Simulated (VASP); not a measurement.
Crystal: CuO.

```
Cu O
1.0
     0.00000    2.11656    2.11656
     2.11656    0.00000    2.11656
     2.11656    2.11656    0.00000
Cu O
1 1
Cartesian
  1.9814 1.9843 0.1219
  2.2518 2.2488 1.9946
```

The cell comes from a database or a generator and needn't be the stable form of this composition.

| Quantity | Value |
| --- | --- |
| Program | VASP 6.6.1 |
| Task | relaxation of cell and atoms |
| Functional | PBEsol |
| Potentials or basis | VASP PAW PBE potentials, release 64 (Cu, O) |
| Cutoff | 600 eV |
| k mesh | 11 × 11 × 11 |
| Occupations | fermi-dirac, width 0.05 eV |
| Spin | no spin polarisation |

At the start: pressure 10.1 GPa; volume 9.48 Å³/atom.

How do energy, volume and symmetry change on relaxing?

Over 18 steps the energy falls by 200.0 meV/atom and the volume is 9.11 Å³/atom (-3.9 %); space group Fm-3m (No. 225, to 0.05 Å).

The path:
| step | energy change (eV) | largest force (eV/Å) | pressure (GPa) | volume (Å³) |
| --- | --- | --- | --- | --- |
| 1 | 0.0000 | 0.8607 | 10.13 | 18.96 |
| 2 | -0.0582 | 0.6048 | -10.35 | 20.65 |
| 3 | -0.0668 | 0.6595 | -5.50 | 20.15 |
| 4 | -0.1548 | 0.9074 | -7.39 | 19.84 |
| 5 | -0.3407 | 0.2808 | -7.63 | 18.98 |
| 6 | -0.3439 | 0.1425 | -4.95 | 18.67 |
| 7 | -0.3477 | 0.0637 | -6.29 | 18.81 |
| 8 | -0.3239 | 0.3915 | 15.01 | 17.13 |
| 9 | -0.3682 | 0.0913 | 1.05 | 18.09 |
| 10 | -0.3867 | 0.0555 | 0.74 | 18.16 |
| 11 | -0.3998 | 0.0335 | -0.16 | 18.24 |
| 12 | -0.3999 | 0.0244 | -0.19 | 18.24 |
| 13 | -0.4000 | 0.0012 | 0.47 | 18.19 |
| 14 | -0.4000 | 0.0062 | 0.18 | 18.20 |
| 15 | -0.4000 | 0.0039 | 0.39 | 18.20 |
| 16 | -0.4001 | 0.0106 | 0.10 | 18.21 |
| 17 | -0.4001 | 0.0141 | 0.11 | 18.21 |
| 18 | -0.4001 | 0.0062 | 0.02 | 18.23 |

Final structure:
```
Cu O
1.0
    -0.00006    2.08782    2.08501
     2.09127    0.00003    2.08495
     2.09207    2.08916   -0.00209
Cu O
1 1
Direct
  0.99996 0.99998 0.00021
  0.50004 0.50002 0.49979
```

Caveat: the PAW data sets were made with another functional, which shifts forces and pressure a little; an odd number of electrons without spin polarisation forces a metal; a magnetic or distorted state may lie lower; the run has no spin polarisation, though such a crystal can be magnetic.
